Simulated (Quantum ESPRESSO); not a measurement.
Crystal: I.

```
I
1.0
    -2.08938    2.08938    2.08938
     2.08938   -2.08938    2.08938
     4.17875    4.17875    0.00000
I
2
Direct
  0.97828 0.02110 0.98370
  0.52172 0.47890 0.51630
```

| Quantity | Value |
| --- | --- |
| Program | Quantum ESPRESSO 7.5 |
| Task | relaxation of the atoms |
| Functional | RPBE |
| Dispersion | D2 |
| Potentials or basis | JTH 2.0 LDA |
| Cutoff | 490 eV |
| Density cutoff | 2939 eV |
| k mesh | 7 × 7 × 4 |
| Occupations | methfessel-paxton, width 0.05 eV |
| Spin | no spin polarisation |

At the start: volume 36.48 Å³/atom.

**Question.** Where does the relaxation end?

**Answer.** Over 16 steps the energy falls by 21.8 meV/atom; space group Im-3m (No. 229, to 0.05 Å).

The path:
| step | energy change (eV) | largest force (eV/Å) |
| --- | --- | --- |
| 1 | 0.0000 | 0.3556 |
| 2 | -0.0050 | 0.3268 |
| 3 | -0.0100 | 0.2965 |
| 4 | -0.0166 | 0.2534 |
| 5 | -0.0246 | 0.1898 |
| 6 | -0.0327 | 0.1234 |
| 7 | -0.0377 | 0.0787 |
| 8 | -0.0380 | 0.0780 |
| 9 | -0.0383 | 0.0765 |
| 10 | -0.0389 | 0.0729 |
| 11 | -0.0397 | 0.0667 |
| 12 | -0.0407 | 0.0566 |
| 13 | -0.0420 | 0.0409 |
| 14 | -0.0431 | 0.0185 |
| 15 | -0.0435 | 0.0048 |
| 16 | -0.0435 | 0.0021 |

Final structure:
```xyz
2
Lattice="-2.0894 2.0894 2.0894 2.0894 -2.0894 2.0894 4.1788 4.1788 0.0000" Properties=species:S:1:pos:R:3 pbc="T T T"
I     2.0906    6.2663    2.0897
I     2.0882    2.0912    2.0891
```

Caveat: D2 keeps the scale fitted for PBE; the potentials were made for another functional, which shifts forces and pressure; the cutoff is low for these files, which shifts pressure and relaxed volume; pairwise dispersion overbinds metals, which lowers pressure and volume.
